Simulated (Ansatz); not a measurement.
# Two structures of Na: comparison of enthalpies under pressure, by script

At what pressure does Na change structure? Aim: a comparison of enthalpies under pressure, for two structures of Na, run from a script.

Computed with Ansatz 0.2.0 through its Python package. Level of theory: DFT PBE, plane waves, PAW.

### Step 1. The structure

Na Im-3m: The structure is cubic, space group Im-3m (No. 229). Conventional cell: a = 4.280 Å, b = 4.280 Å, c = 4.280 Å, α = 90.00°, β = 90.00°, γ = 90.00°. Around Na (site symmetry m-3m) lie 8 Na at 3.71 Å.

Na Fd-3m: It takes space group Fd-3m (No. 227, cubic). Conventional cell: a = 7.420 Å, b = 7.420 Å, c = 7.420 Å, α = 90.00°, β = 90.00°, γ = 90.00°. Na (site symmetry -43m) is surrounded by 4 Na at 3.21 Å.

No structure file is read: the coordinates are typed or built in the script.

### Step 2. The code

run_transition.py

```python
"""Pressure at which two phases of Na cross."""

import warnings

import ansatz
import numpy as np
from tabulate import tabulate

XC = "pbe"
K_SPACING = 0.3
OCCUPATIONS = "fermi_dirac"
WIDTH_EV = 0.1


def bcc(first, a):
    return ansatz.Crystal.bcc(first, a=a)


def diamond(first, a):
    return ansatz.Crystal.diamond(first, a=a)


def compute(name, crystal, pressure=0.0):
    calc = (
        crystal.calculation()
        .functional(XC)
        .basis(18 * ansatz.Ha)
        .kpoints(spacing=K_SPACING)
        .occupations(OCCUPATIONS, width=WIDTH_EV)
    )
    calc = calc.relax(force_tolerance=0.02, max_steps=40, cell=True, pressure=pressure)
    return calc.run(threads=1, pin="off")


def volume_per_atom(outcome):
    return abs(np.linalg.det(outcome.lattice.cell_ang)) / len(outcome.lattice.sites)

warnings.simplefilter("ignore")

phases = {}
phases["bcc"] = bcc("Na", 4.28)
phases["diamond"] = diamond("Na", 7.42)

# enthalpy per atom at each pressure
pressures = [0, 15, 30, 45]
enthalpy, volume = {name: [] for name in phases}, {name: [] for name in phases}
for p in pressures:
    for name, crystal in phases.items():
        o = compute(name, crystal, pressure=p)
        volume[name].append(volume_per_atom(o))
        enthalpy[name].append(o.report["energy_sigma0_ev"] / len(o.lattice.sites) + p * volume[name][-1] / 160.21766)
gap = np.array(enthalpy["diamond"]) - np.array(enthalpy["bcc"])
rows = [(p, va, vb, 1000 * d) for p, va, vb, d in zip(pressures, volume["bcc"], volume["diamond"], gap)]
print(tabulate(rows, headers=["P (GPa)", "V bcc (A^3/atom)", "V diamond (A^3/atom)", "H(diamond) - H(bcc) (meV/atom)"], floatfmt=".4f", tablefmt="rst"))
crossings = [p0 - g0 * (p1 - p0) / (g1 - g0) for p0, p1, g0, g1 in zip(pressures, pressures[1:], gap, gap[1:]) if g0 * g1 < 0]
print("crossing near", [round(float(p), 1) for p in crossings], "GPa") if crossings else print("no crossing in this range")
```

### Step 3. Launch

The run is started by

```bash
$ python run_transition.py
```

The program printed:

```text
=========  ==================  ======================  ================================
  P (GPa)    V bcc (A^3/atom)    V diamond (A^3/atom)    H(diamond) - H(bcc) (meV/atom)
=========  ==================  ======================  ================================
        0             36.8900                 54.1642                          343.4826
       15             20.0201                 21.0967                          691.9265
       30             16.2343                 16.3415                          739.6790
       45             14.2117                 14.0393                          730.0385
=========  ==================  ======================  ================================
no crossing in this range
```

Wall time 46 s (1 thread of Arm Neoverse V1, shared host); peak memory 0.41 GiB.

### Step 4. What each run gave

The 8 runs, in the order started:

| run | system | space group at the end | pressure asked (GPa) | energy from run 1 (meV/atom) | final volume (Å³/atom) | pressure (GPa) | SCF cycles in all | CPU time (s) |
| --- | --- | --- | --- | --- | --- | --- | --- | --- |
| 1 | Na (1 atom) | Im-3m | 0 | 0.00 | 36.89 | 0.03 | 17 | 2 |
| 2 | Na (2 atoms) | Fd-3m | 0 | 343.48 | 54.16 | 0.01 | 20 | 3.4 |
| 3 | Na (1 atom) | Im-3m | 15 | 481.53 | 20.02 | 14.97 | 35 | 3.8 |
| 4 | Na (2 atoms) | Fd-3m | 15 | 1072.66 | 21.10 | 14.97 | 43 | 7.4 |
| 5 | Na (1 atom) | Im-3m | 30 | 988.76 | 16.23 | 29.96 | 40 | 4.5 |
| 6 | Na (2 atoms) | Fd-3m | 30 | 1708.37 | 16.34 | 30.00 | 56 | 9.2 |
| 7 | Na (1 atom) | Im-3m | 45 | 1453.89 | 14.21 | 45.00 | 50 | 5.4 |
| 8 | Na (2 atoms) | Fd-3m | 45 | 2232.36 | 14.04 | 44.95 | 53 | 9.2 |

Energies are extrapolated to zero smearing width, as in the script. 

Enthalpy H = E + pV of the second structure less the first:

| pressure (GPa) | ΔH (meV/atom) |
| --- | --- |
| 0 | 343.5 |
| 15 | 691.9 |
| 30 | 739.7 |
| 45 | 730.0 |

### Step 5. Path of the relaxation of run 1

Step by step:

```csv
step,E - E(step 1) (eV/cell),largest force component (eV/Å),pressure (GPa),volume (Å³)
1,0.0000,0.0000,-0.40,39.20
2,-0.0009,0.0000,-0.34,38.82
3,-0.0029,0.0000,0.03,36.89
4,-0.0028,0.0000,0.03,36.89
```

Step 1 is the start. Step 4 repeats the geometry before it on a plane-wave basis chosen anew for that cell, so its energy need not be comparable with the rows above.

Lengths and angles in the start's conventional setting:

«Before» is this run's own start.

|  | before | after | change |
| --- | --- | --- | --- |
| a (Å) | 4.280 | 4.194 | -2.0 % |
| b (Å) | 4.280 | 4.194 | -2.0 % |
| c (Å) | 4.280 | 4.194 | -2.0 % |
| volume (Å³/atom) | 39.20 | 36.89 | -5.9 % |
| shortest distance (Å) | 3.707 | 3.632 | -2.0 % |
| space group (0.01 Å) | Im-3m | Im-3m | same |

The run keeps the 48 symmetry operations of the start, so it could not have lowered the symmetry.

### Step 6. The relaxation of run 3, step by step

Step by step:

| step | energy from step 1 (eV/cell) | largest force component (eV/Å) | pressure (GPa) | volume (Å³) |
| --- | --- | --- | --- | --- |
| 1 | 0.0000 | 0.0000 | -0.40 | 39.20 |
| 2 | 0.0054 | 0.0000 | 0.88 | 33.67 |
| 3 | 0.0628 | 0.0000 | 3.13 | 28.75 |
| 4 | 0.2018 | 0.0000 | 7.22 | 24.23 |
| 5 | 0.4547 | 0.0000 | 14.27 | 20.31 |
| 6 | 0.4839 | 0.0000 | 15.09 | 19.99 |
| 7 | 0.4807 | 0.0000 | 15.00 | 20.02 |
| 8 | 0.4809 | 0.0000 | 14.97 | 20.02 |

Step 1 is the start. Step 8 repeats the geometry before it on a plane-wave basis chosen anew for that cell, so its energy need not be comparable with the rows above.

Lengths and angles in the start's conventional setting:

«Before» is this run's own start.

|  | before | after | change |
| --- | --- | --- | --- |
| a (Å) | 4.280 | 3.421 | -20.1 % |
| b (Å) | 4.280 | 3.421 | -20.1 % |
| c (Å) | 4.280 | 3.421 | -20.1 % |
| volume (Å³/atom) | 39.20 | 20.02 | -48.9 % |
| shortest distance (Å) | 3.707 | 2.963 | -20.1 % |
| space group (0.01 Å) | Im-3m | Im-3m | same |

The run keeps the 48 symmetry operations of the start, so it could not have lowered the symmetry.

Under a set pressure the enthalpy E + pV is minimised, so E itself may rise.

### Step 7. Summary of results

| quantity | value |
| --- | --- |
| runs compared | 8 |
| crossing of the enthalpies | none in the range |

The first structure (Im-3m) stays lower over the whole range; its lead rises and falls with pressure, between 343 and 740 meV/atom. The dearest, run 8, took some 4.6 times as long as run 1. In run 1, the volume shrank by 5.9 % over 2 moves, and the space group stayed Im-3m. In run 3, the volume shrank by 48.9 % over 6 moves under the 15 GPa asked, and the space group stayed Im-3m. Notes:
- At a fixed pressure a relaxation lowers the enthalpy F + PV, while F alone can rise.
- For the metals among these cells the mesh is coarse, so their volumes and pressures are rough.
- Only these two structures are compared, at zero temperature and with their symmetry kept; either may be hypothetical, and another phase may be lower than both. Differences under about 40 meV an atom lie within the error of mesh and functional.
- The cells are prototypes set up for this calculation and needn't exist.
